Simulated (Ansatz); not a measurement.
# Ge: what symmetry allows forces and stress to be

```xyz
2
Lattice="-2.4906 2.4040 1.4310 2.4906 -2.4040 1.4310 2.4906 2.4040 -1.4310" Properties=species:S:1:pos:R:3 pbc="T T T"
Ge    2.4906   -1.2020    1.3074
Ge    0.0000    3.6060    0.1236
```

All numbers below come from DFT PBEsol, scalar-relativistic, plane waves, PAW (Ansatz).

Plane waves to 420 eV, a k mesh through Γ of 16×16×16 on the computed 2-atom cell and Gaussian smearing (0.10 eV); no spin polarisation.

This distorted cell has space group Imma, with 8 operations.

Task: Without a calculation: in which directions can each atom feel a force?

Result: A force must be left unchanged by every operation that keeps its atom in place, so it lies in the space that those operations leave fixed. Atoms that the group maps onto each other feel forces of one size.
```
atom site symmetry operations at the site equivalent to atom allowed force (Cartesian)
 Ge1            mm2                       4                   1   along (0.00, 0.00, 1.00)
 Ge2            mm2                       4                   1   along (0.00, 0.00, 1.00)
```

That leaves 1 independent force component of 6. A relaxation in this cell that keeps the symmetry moves the atoms in these directions alone.

Task: And the stress tensor?

Result: It must be invariant under the point group, which leaves 3 independent components: yz, xz, xy vanish.

Task: Do the computed values obey this?

Result: Yes. Forces (eV/Å):
```
Ge1  0.000  0.000 -0.319
Ge2  0.000  0.000  0.319
```

Stress (GPa, compression positive, xx yy zz yz xz xy): -0.80 25.41 0.03 0.00 0.00 0.00. The program imposes the same operations on density, forces and stress, so this confirms the analysis and is no independent test of the calculation.

This form isn't the element's structure at ambient conditions.